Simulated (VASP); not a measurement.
# AlN in VASP: how settings move the PBE single point

Aim: see what changed inputs do to the PBE single point of AlN built on the rocksalt prototype. This is a trial cell built on a prototype, not taken from a measured structure, and it needn't be the compound's ground state.

Code: VASP 6.6.1. PAW datasets, plane waves. Computed, not measured; no magnetism was allowed, and the structure may never have been made.

## (1) The cell

The cell comes from an earlier relaxation with r2SCAN in another program.

The symmetry is Fm-3m (No. 225, cubic); a = 4.038 Å in the conventional setting, 8.23 Å³ an atom. Near Al stand 6 N at 2.02 Å; near N stand 6 Al at 2.02 Å.

The structure in full:

```cif
data_structure
_symmetry_space_group_name_H-M 'P 1'
_symmetry_Int_Tables_number 1
_cell_length_a 2.8551
_cell_length_b 2.8551
_cell_length_c 2.8551
_cell_angle_alpha 60.000
_cell_angle_beta 60.000
_cell_angle_gamma 60.000
_cell_volume 16.46
loop_
_atom_site_label
_atom_site_type_symbol
_atom_site_fract_x
_atom_site_fract_y
_atom_site_fract_z
_atom_site_occupancy
Al1 Al 0.00000 0.00000 0.00000 1
N1 N 0.50000 0.50000 0.50000 1
```

## (2) The reference run

INCAR reads:

```
ENCUT = 520.000000
SIGMA = 0.020000
EDIFF = 1.00e-07
GGA = PE
PREC = Accurate
IBRION = -1
ISIF = 2
ISMEAR = -1
NBANDS = 11
NELM = 120
NSW = 0
LASPH = .TRUE.
LCHARG = .FALSE.
LWAVE = .FALSE.
LREAL = .FALSE.
```

KPOINTS reads:

```
KPOINTS created by Atomic Simulation Environment
0
Gamma
10 10 10
0 0 0
```

POSCAR reads:

```
Al N
 1.0000000000000000
    -0.0000000000000000    2.0188684512725295    2.0188684512725295
     2.0188684512725295    0.0000000000000000    2.0188684512725295
     2.0188684512725295    2.0188684512725295   -0.0000000000000000
 Al  N
   1   1
Cartesian
 -0.0000000000000000  0.0000000000000000 -0.0000000000000000
  2.0188684512725295  2.0188684512725295  2.0188684512725295
```

A file KPOINTS_OPT adds named points for the levels; it doesn't enter the self-consistent loop.

Potentials: the recommended PBE PAW datasets, 8 valence electrons.

On the command line:

```console
> mpirun -np 1 vasp_std
```

## (3) Altered input 1

Changes to INCAR since step 2:

```diff
@@ -4,3 +4,2 @@
 GGA = PE
-PREC = Accurate
 IBRION = -1
@@ -15 +14,3 @@
 LREAL = .FALSE.
+NELECT = 8.5
+PREC = Normal
```

KPOINTS is that of step 2.

POSCAR is that of step 2.

## (4) Altered input 2

Changes to INCAR since step 2:

```diff
@@ -1,2 +1 @@
-ENCUT = 520.000000
 SIGMA = 0.020000
@@ -15 +14,2 @@
 LREAL = .FALSE.
+ENCUT = 250
```

KPOINTS is that of step 2.

POSCAR is that of step 2.

## (5) Altered input 3

INCAR reads:

```
SIGMA = 0.020000
EDIFF = 1.00e-07
GGA = PE
PREC = Accurate
IBRION = -1
ISIF = 2
ISMEAR = -1
NBANDS = 11
NSW = 0
LASPH = .TRUE.
LCHARG = .FALSE.
LWAVE = .FALSE.
LREAL = .FALSE.
NELM = 73
ENCUT = 100
```

KPOINTS is that of step 2.

POSCAR is that of step 2.

What does the calculation give? Wanted: for each run, changed; ending; energy change; pressure; electronic steps; usable.

As calculated:

| run | changed | ending | energy change (meV/atom) | pressure (GPa) | gap on the mesh (eV; negative: overlap) | electronic steps | usable |
| --- | --- | --- | --- | --- | --- | --- | --- |
| ref. | – | converged | 0 | 6.1 | 4.65 | 13 | yes |
| 1 | NELECT = 8.5, PREC = Normal | converged | – | 100.9 | – | 13 | no |
| 2 | ENCUT = 250 | converged | -15.5 | -43.6 | 4.69 | 13 | no |
| 3 | ENCUT = 100 | converged | -989.6 | -192.3 | 0.36 | 14 | no |

What this shows: Of 3 altered inputs, 3 ended normally on a faulty or unsound input.
